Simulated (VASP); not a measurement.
# V (Im-3m) in VASP: single point with PBEsol

Aim: the single point of V with PBEsol.

Program: VASP 6.6.1. These are calculated values, not measurements. Logs are shortened: lines on timing, memory, paths and dates and some standing lists are left out, and cuts for length are marked.

## 1. The structure

The structure is cubic, space group Im-3m (No. 229). Conventional cell: a = 2.959 Å, b = 2.959 Å, c = 2.959 Å, α = 90.00°, β = 90.00°, γ = 90.00°. V (site symmetry m-3m) has 8 V at 2.56 Å as nearest neighbours.

## 2. Single point, PBEsol, non-collinear spin, zero start, spin-orbit coupling

INCAR

```
ALGO = Fast
EDIFF = 1E-6
ENCUT = 520
GGA = PS
GGA_COMPAT = F
ISIF = 2
ISMEAR = 0
LASPH = T
LCHARG = F
LMAXMIX = 4
LORBIT = 11
LREAL = F
LSORBIT = T
LWAVE = F
MAGMOM = 0 0 0
NBANDS = 24
NELM = 80
PREC = Accurate
SIGMA = 0.1
```

KPOINTS

```
k-points
0
Gamma
  20 20 20
```

POSCAR

```
V
1.0
   -1.4796800000      1.4796800000      1.4796800000
    1.4796800000     -1.4796800000      1.4796800000
    1.4796800000      1.4796800000     -1.4796800000
V
1
Direct
    1.0000000000      0.0000000000      1.0000000000
```

Potentials or basis: VASP PAW PBE potentials, release 64 (V_sv).

Command:

```console
> cat potpaw_PBE.64/V_sv/POTCAR > POTCAR
> mpirun -np 1 vasp_ncl > vasp.out
```

OUTCAR:

```text
EDIFF = 1E-6
   ENCUT = 520
   GGA = PS
   ISIF = 2
   ISMEAR = 0
   LASPH = T
   LORBIT = 11
   LREAL = F
   LSORBIT = T
   NELM = 80
   PREC = Accurate

 ion  position               nearest neighbor table
   1  0.000  0.000  0.000-

  LATTYP: Found a body centered cubic cell.
 ALAT       =     2.9593600000

  Lattice vectors:

 A1 = (  -1.4796800000,   1.4796800000,   1.4796800000)
 A2 = (   1.4796800000,  -1.4796800000,   1.4796800000)
 A3 = (   1.4796800000,   1.4796800000,  -1.4796800000)

Analysis of symmetry for initial positions (statically):
=====================================================================
 Subroutine PRICEL returns:
 Original cell was already a primitive cell.

 Routine SETGRP: Setting up the symmetry group for a
 body centered cubic supercell.

 Subroutine GETGRP returns: Found 48 space group operations
 (whereof 48 operations were pure point group operations)
 out of a pool of 48 trial point group operations.

The static configuration has the point symmetry O_h .

Analysis of symmetry for dynamics (positions and initial velocities):
=====================================================================
 Subroutine PRICEL returns:
 Original cell was already a primitive cell.

 Routine SETGRP: Setting up the symmetry group for a
 body centered cubic supercell.

 Subroutine GETGRP returns: Found 48 space group operations
 (whereof 48 operations were pure point group operations)
 out of a pool of 48 trial point group operations.

The dynamic configuration has the point symmetry O_h .

Analysis of structural, dynamic, and magnetic symmetry:
=====================================================================
 Subroutine PRICEL returns:
 Original cell was already a primitive cell.

 Routine SETGRP: Setting up the symmetry group for a
 body centered cubic supercell.

 Subroutine GETGRP returns: Found 48 space group operations
 (whereof 48 operations were pure point group operations)
 out of a pool of 48 trial point group operations.

The overall configuration has the point symmetry O_h .

 Subroutine INISYM returns: Found 48 space group operations
 (whereof 48 operations are pure point group operations),
 and found     1 'primitive' translations

[... 131 lines left out ...]

 number of electron      13.0000002 magnetization       0.0000000      0.0000000      0.0000000

 number of electron      13.0000002 magnetization      -0.0000000     -0.0000000     -0.0000000

 Free energy of the ion-electron system (eV)
  ---------------------------------------------------
  ext. energy  EPLUGINS =         0.00000000
  ---------------------------------------------------
  free energy    TOTEN  =        -9.64779218 eV

  energy without entropy =       -9.63935145  energy(sigma->0) =       -9.64357181

 E-fermi :  10.0441     XC(G=0): -13.2723

 val. band max:       10.0415493160   @ k =   0.3000   0.0000   0.0000
 cond. band min:      10.0560159189   @ k =  -0.3500   0.4500   0.1500
 fundamental gap:      0.0144666029
 Fermi energy:        10.0441186683

 k-point     1 :       0.0000    0.0000    0.0000
  band No.  band energies     occupation
      1     -53.3856      1.00000
      2     -53.3856      1.00000
      3     -27.2811      1.00000
      4     -27.2811      1.00000
      5     -26.4396      1.00000
      6     -26.4396      1.00000
[... 637 lines left out ...]
     23      27.5520      0.00000
     24      27.5520      0.00000

 [... further k-points ...]

------------------------ aborting loop because EDIFF is reached ----------------------------------------

  FORCE on cell =-STRESS in cart. coord.  units (eV):
  Direction    XX          YY          ZZ          XY          YZ          ZX
  --------------------------------------------------------------------------------------
  -------------------------------------------------------------------------------------
  Total        0.0120624      0.0120624      0.0120624     -0.0000000      0.0000000      0.0000000
  in kB        1.4913546      1.4913546      1.4913546     -0.0000000      0.0000000      0.0000000
  external PRESSURE =       1.4913546 kB  Pullay stress =       0.0000000 kB

 VOLUME and BASIS-vectors are now :
 -----------------------------------------------------------------------------
  energy-cutoff  :      520.00
  volume of cell :       12.96
      direct lattice vectors                 reciprocal lattice vectors
    -1.479680000  1.479680000  1.479680000     0.000000000  0.337910900  0.337910900
     1.479680000 -1.479680000  1.479680000     0.337910900  0.000000000  0.337910900
     1.479680000  1.479680000 -1.479680000     0.337910900  0.337910900  0.000000000

 POSITION                                       TOTAL-FORCE (eV/Angst)
 -----------------------------------------------------------------------------------
      0.00000      0.00000      0.00000        -0.000000      0.000000      0.000000
 -----------------------------------------------------------------------------------
    total drift:                                0.000000      0.000000      0.000000

  FREE ENERGIE OF THE ION-ELECTRON SYSTEM (eV)
  ---------------------------------------------------
  free  energy   TOTEN  =        -9.6477921829 eV

  energy  without entropy=       -9.6393514456  energy(sigma->0) =       -9.64357181

 Spin-Orbit-Coupling matrix elements

 Ion:    1  E_soc:     -0.0172701
 l=   1
     0.0000000    -0.0025840    -0.0025840
    -0.0025840     0.0000000    -0.0025840
    -0.0025840    -0.0025840     0.0000000
 l=   2
     0.0000000    -0.0000764     0.0000000    -0.0000764    -0.0002180
    -0.0000764     0.0000000    -0.0001635    -0.0000764    -0.0000545
     0.0000000    -0.0001635     0.0000000    -0.0001635     0.0000000
    -0.0000764    -0.0000764    -0.0001635     0.0000000    -0.0000545
    -0.0002180    -0.0000545     0.0000000    -0.0000545     0.0000000
 l=   3
     0.0000000     0.0000000     0.0000000     0.0000000     0.0000000     0.0000000     0.0000000
     0.0000000     0.0000000     0.0000000     0.0000000     0.0000000     0.0000000     0.0000000
     0.0000000     0.0000000     0.0000000     0.0000000     0.0000000     0.0000000     0.0000000
     0.0000000     0.0000000     0.0000000     0.0000000     0.0000000     0.0000000     0.0000000
     0.0000000     0.0000000     0.0000000     0.0000000     0.0000000     0.0000000     0.0000000
     0.0000000     0.0000000     0.0000000     0.0000000     0.0000000     0.0000000     0.0000000
     0.0000000     0.0000000     0.0000000     0.0000000     0.0000000     0.0000000     0.0000000

 total charge

# of ion       s       p       d       tot
------------------------------------------
    1        2.355   6.237   3.135  11.727

 magnetization (x)

# of ion       s       p       d       tot
------------------------------------------
    1        0.000   0.000   0.000   0.000

 magnetization (y)

# of ion       s       p       d       tot
------------------------------------------
    1        0.000  -0.000  -0.000  -0.000

 magnetization (z)

# of ion       s       p       d       tot
------------------------------------------
    1        0.000  -0.000  -0.000  -0.000
```

OSZICAR:

```text
N       E                     dE             d eps       ncg     rms          rms(c)
DAV:   1     0.141869828726E+03    0.14187E+03   -0.71946E+03 12312   0.127E+03
DAV:   2    -0.737605182719E+01   -0.14925E+03   -0.14443E+03 12728   0.410E+02
DAV:   3    -0.111248751353E+02   -0.37488E+01   -0.37352E+01 14136   0.760E+01
DAV:   4    -0.111486921283E+02   -0.23817E-01   -0.23816E-01 13144   0.638E+00
DAV:   5    -0.111490230683E+02   -0.33094E-03   -0.33094E-03 13728   0.691E-01    0.204E+01
RMM:   6    -0.967535577949E+01    0.14737E+01   -0.32118E+00 12707   0.213E+01    0.211E+00
RMM:   7    -0.965721082221E+01    0.18145E-01   -0.83765E-02 13140   0.316E+00    0.102E+00
RMM:   8    -0.964776799285E+01    0.94428E-02   -0.93093E-03 13672   0.143E+00    0.200E-01
RMM:   9    -0.964778337804E+01   -0.15385E-04   -0.10566E-03 13768   0.415E-01    0.743E-02
RMM:  10    -0.964779358535E+01   -0.10207E-04   -0.14212E-04 14143   0.186E-01    0.233E-02
RMM:  11    -0.964779124529E+01    0.23401E-05   -0.16008E-05 13872   0.623E-02    0.226E-03
RMM:  12    -0.964779218291E+01   -0.93762E-06   -0.21740E-06 10682   0.246E-02
   1 F= -.96477922E+01 E0= -.96435718E+01  d E =-.844074E-02  mag=     0.0000     0.0000     0.0000
```

Wall time 2.2 min (1 thread of Intel Xeon Platinum 8559C (Emerald Rapids), shared host); peak memory 0.24 GiB.

Results:

```yaml
Free_energy: -9.6478 eV
Pressure: 0.1 GPa
Net_moment: 0.00 μB per cell
Valence_electrons_inside_the_program's_atomic_spheres: V 11.73
```

Moments on the atoms (μB; x, y, z):
```
V   0.00 0.00 0.00
```

Caveat: the PAW data sets were made with another functional, which shifts forces and pressure a little.
